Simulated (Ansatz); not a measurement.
The reference is AlSb in the zinc blende structure (space group F-43m, No. 216).

```xyz
2
Lattice="0.0000 3.0887 3.0887 3.0887 0.0000 3.0887 3.0887 3.0887 0.0000" Properties=species:S:1:pos:R:3 pbc="T T T"
Sb     4.6331     4.6331     4.6331
Al     0.0000     0.0000     0.0000
```

The values are results of Ansatz (a first-principles code) r2SCAN, spin-orbit coupling left out, earlier PAW set, not measurements.

One change was made to it. Results:

The volume per atom falls by 3.434 Å³, from 29.47 Å³ to 26.03 Å³; the smallest direct gap increases by 1.09 eV, from 2.03 eV to 3.12 eV; the hole mass (degenerate bands, along [100]) becomes 0.14, 0.31, 0.31 mₑ (at Γ) (base: 0.11, 0.35, 0.35 mₑ (at Γ)).

Task: Which change produced these results?
A) pressure −1 GPa
B) pressure 4.5 GPa
C) pressure 9 GPa
D) pressure −2 GPa

Result: C, pressure 9 GPa. For comparison, the smallest direct gap in the other runs: pressure 4.5 GPa gives 2.63 eV; pressure −2 GPa gives 1.70 eV; pressure −1 GPa gives 1.87 eV.

Spin-orbit coupling, missing from the scalar runs, can matter with Sb. Load acts through the strain it causes; cell and atoms are relaxed under it. Effective masses come from finite differences of ±0.01 Å⁻¹. No phonon test of stability was made. Measured, AlSb leaves this structure (for a Cmcm phase) near 8.1 GPa (temperature not stated; as listed in Datta, Sujoy, Jana, Debnarayan, arXiv (2020)), on rising pressure, with hysteresis.
